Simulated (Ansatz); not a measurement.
A run of Ansatz 0.2.0 is set up as follows.

input.yaml

```yaml
crystal:
  lattice:
    - [4.09041, 0.0, 0.0]
    - [-2.0452, 3.5424, 0.0]
    - [0.0, 0.0, 3.32658]
  atoms:
    - { symbol: Ge, position: [0.650829, 0.325179, 0.145432] }
    - { symbol: Ge, position: [0.33473, 0.677884, 0.866414] }
hamiltonian:
  xc: pbe
  pseudopotentials: { kind: paw }
kpoints:
  mp_grid: { grid: [8, 8, 8] }
scf:
  occupations: { method: fermi_dirac, width: 0.05 }
output:
  forces: true
  stress: true
  eigenvalues: true
```

Potentials or basis: Ansatz PAW.

Launch:

```console
$ ansatz run input.yaml --threads 2 --pin off --max-ram 5632MiB --backend cpu --events-out ev --progress --plain --runs-dir out
```

Problem. What does it give for the pressure?

Solution. -1.3 GPa.

Problem. Estimate the band gap on the k mesh.

Solution. None (metal or under the smearing width).

Problem. Estimate the largest force.

Solution. 0.533 eV/Å.

Forces in eV/Å, atoms in the order of the input:
```
Ge   0.192  0.495  0.042
Ge  -0.192 -0.495 -0.042
```
